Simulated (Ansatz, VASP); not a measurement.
# V: VASP beside Ansatz

```
CELL_PARAMETERS angstrom
-1.51435 1.51435 1.51435
1.51435 -1.51435 1.51435
1.51435 1.51435 -1.51435
ATOMIC_POSITIONS crystal
V 0.00000 0.00000 0.00000
```

Alike in both runs: task relaxation of cell and atoms; functional PBEsol; dispersion D4; k mesh 12 × 12 × 12; occupations fermi-dirac, width 0.05 eV; collinear spin, ferromagnetic start.

```csv
,VASP,Ansatz
version,VASP 6.6.1,Ansatz 0.2.0
potentials or method,"VASP PAW PBE potentials, release 64 (V_sv)",Ansatz PAW
plane-wave cutoff (eV),600,420
valence electrons in the cell,13,13
```

|  | VASP | Ansatz | Ansatz less VASP |
| --- | --- | --- | --- |
| net moment per atom (μB) | 0.00 | 0.00 | 0.000 |
| relaxed volume (Å³/atom) | 12.79 | 12.79 | -0.003 |
| relaxed cell length with the largest relative difference (Å) | 2.552 | 2.552 | -0.0002 |
| energy change over the relaxation (meV/atom) | -51 | -51 | -0.6 |

Caveats: the PAW data sets were made with another functional, which shifts forces and pressure a little (VASP); pairwise dispersion overbinds metals, which lowers pressure and volume (VASP); the plane-wave basis is chosen anew once the cell has moved, so the energies of steps on either side of that aren't comparable (Ansatz); the PAW data sets come from PBE, with cores solved anew for the run's functional, which leaves a small shift of forces and pressure (Ansatz); the starting moments weren't kept (Ansatz).
